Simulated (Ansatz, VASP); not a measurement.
## Two plane-wave programs on MgO

File INCAR:

```
SYSTEM = MgO
PREC = Accurate ; ENCUT = 520
EDIFF = 1E-6 ; ISMEAR = -1
SIGMA = 0.02 ; LREAL = .False.
LASPH = .True. ; NELM = 60
ALGO = Normal ; ISIF = 2
LWAVE = .False. ; LCHARG = .False.
GGA = PE ; NBANDS = 11
```

The input KPOINTS:

```
Automatic mesh
0
Gamma
  10 10 10
  0 0 0
```

Contents of POSCAR:

```
MgO
1.0
    0.0000000000      2.1708719866      2.2820056624
    2.1708719866      0.0000000000      2.2820056624
    2.1708719866      2.1708719866      0.0000000000
Mg O
1 1
Direct
    0.0000000000      0.0000000000      0.0000000000
    0.2500000000      0.2500000000      0.2500000000
```

Input for Ansatz:

```yaml
crystal:
  lattice:
    - [0.0, 2.1708719866, 2.2820056624]
    - [2.1708719866, 0.0, 2.2820056624]
    - [2.1708719866, 2.1708719866, 0.0]
  atoms:
    - { symbol: Mg, position: [0.0, 0.0, 0.0] }
    - { symbol: O, position: [0.25, 0.25, 0.25] }
kpoints:
  mp_grid: { grid: [10, 10, 10] }
  band_path:
    path:
      - [0.0, 0.0, 0.0]
      - [-0.5, -0.5, 0.0]
      - [-0.375, -0.375, 0.25]
      - [-0.375, 0.0, 0.375]
      - [0.0, 0.0, 0.5]
      - [-0.5, -0.25, 0.25]
    npoints: 1
hamiltonian:
  xc: pbe
scf:
  occupations: { method: fermi_dirac, width: 0.02 }
  n_extra_bands: 4
output:
  forces: true
  stress: true
  eigenvalues: true
```

Change from the starting cell: biaxial_xy strain -4.9%.

Alike in both runs: task single point; functional PBE; k mesh 10 × 10 × 10; occupations fermi-dirac, width 0.02 eV; no spin polarisation.

```csv
,VASP,Ansatz
version,VASP 6.6.1,Ansatz 0.2.0
potentials or method,"VASP PAW PBE potentials, release 64 (Mg, O)","plane waves, PAW"
plane-wave cutoff (eV),520,420
valence electrons in the cell,8,16
```

Ansatz gave:

- gap on the k mesh at the Fermi level (eV): 4.18
- pressure (GPa): 19.4
- largest component of the traceless stress (GPa): 1.10

Task: Which values does VASP return?

Result: gap on the k mesh at the Fermi level (eV): 4.17; pressure (GPa): 19.2; largest component of the traceless stress (GPa): 1.11.

The functional is the same, so the differences come from potentials, cutoffs and numerics. The two sets of potentials don't hold the same shells in valence.

Caveats: so large a pressure means that the cell lies far from this level's equilibrium, or that cutoff or potentials fall short (VASP). A k mesh can miss the band edges.
